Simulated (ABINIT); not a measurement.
The system is Te2Mo.

```
CELL_PARAMETERS angstrom
3.51820 0.00000 0.00000
-1.75910 3.04685 0.00000
0.00000 0.00000 13.97360
ATOMIC_POSITIONS crystal
Te 0.66667 0.33333 0.37900
Te 0.33333 0.66667 0.87900
Te 0.66667 0.33333 0.12100
Te 0.33333 0.66667 0.62100
Mo 0.66667 0.33333 0.75000
Mo 0.33333 0.66667 0.25000
```

Base run:

| Quantity | Value |
| --- | --- |
| Program | ABINIT 10.8.3 (patched build) |
| Functional | PBE |
| Potentials or basis | JTH PAW PBE v2.0 |
| Cutoff | 408 eV |
| k mesh | 7 × 7 × 2 |
| Occupations | fermi-dirac, width 0.05 eV |
| Spin | no spin polarisation |

Its results: band gap on the k mesh 0.80 eV, indirect (least direct gap 1.25 eV); pressure 3.8 GPa; largest force 0.300 eV/Å.

Question: The run is repeated on the same cell with these changes: k mesh from 7 × 7 × 2 to 9 × 9 × 2. What comes out?

Answer: Band gap on the k mesh 0.74 eV, indirect (least direct gap 1.04 eV); pressure 3.8 GPa; largest force 0.299 eV/Å.

Caveats: spin-orbit coupling is left out, which moves the levels of the heavy elements; this functional lacks dispersion, which binds the layers, so the pressure and a relaxed spacing across them are unreliable; an odd mesh through Γ misses points on the zone boundary, where band edges often lie (some runs).

Not every run made on this cell is shown here.
